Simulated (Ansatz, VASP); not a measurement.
# One calculation of Ba, two programs

INCAR

```
SYSTEM = Ba
PREC = Accurate ; ENCUT = 520
EDIFF = 1E-6 ; ISMEAR = -1
SIGMA = 0.05 ; LREAL = .False.
LASPH = .True. ; NELM = 60
ALGO = Normal ; ISIF = 2
LWAVE = .False. ; LCHARG = .False.
GGA = PE ; NBANDS = 17
```

File KPOINTS:

```
Automatic mesh
0
Gamma
  9 9 9
  0 0 0
```

The input POSCAR:

```
Ba
1.0
    0.0000000000      3.7065965252      3.7065965252
    3.7065965252      0.0000000000      3.7065965252
    3.7065965252      3.7065965252      0.0000000000
Ba
2
Direct
   -0.1250000000     -0.1250000000     -0.1250000000
    0.1250000000      0.1250000000      0.1250000000
```

Input for Ansatz:

```yaml
crystal:
  lattice:
    - [0.0, 3.7065965252, 3.7065965252]
    - [3.7065965252, 0.0, 3.7065965252]
    - [3.7065965252, 3.7065965252, 0.0]
  atoms:
    - { symbol: Ba, position: [-0.125, -0.125, -0.125] }
    - { symbol: Ba, position: [0.125, 0.125, 0.125] }
kpoints:
  mp_grid: { grid: [9, 9, 9] }
  band_path:
    path:
      - [0.0, 0.0, 0.0]
      - [0.5, 0.0, 0.5]
      - [0.625, 0.25, 0.625]
      - [0.375, 0.375, 0.75]
      - [0.0, 0.0, 0.0]
      - [0.5, 0.5, 0.5]
      - [0.5, 0.25, 0.75]
      - [0.5, 0.0, 0.5]
    npoints: 8
scf:
  occupations: { method: fermi_dirac, width: 0.05 }
hamiltonian:
  xc: pbe
  pseudopotentials: { kind: all_electron, lapw: { basis_error: 0.001 } }
output:
  forces: true
  stress: true
  eigenvalues: true
  populations: true
  dos: { projected: true, de: 0.2, e_range: [-14, 8] }
```

Change from the starting cell: volume scaled by 0.9, LAPW.

Alike in both runs: task single point; functional PBE; k mesh 9 × 9 × 9; occupations fermi-dirac, width 0.05 eV; no spin polarisation.

```csv
,VASP,Ansatz
version,VASP 6.6.1,Ansatz 0.2.0
potentials or method,"VASP PAW PBE potentials, release 64 (Ba_sv)","all-electron LAPW, scalar-relativistic"
plane-wave cutoff (eV),520,see its input
```

Ansatz gave:

| Property | Result |
| --- | --- |
| pressure (GPa) | 1.3 |

Q: Estimate VASP's values.

A: Pressure (GPa): 2.0.

Ansatz ran all-electron here, so the differences hold the error of VASP's frozen core and of both bases.

Spin-orbit coupling is left out, which matters for the levels of Ba.
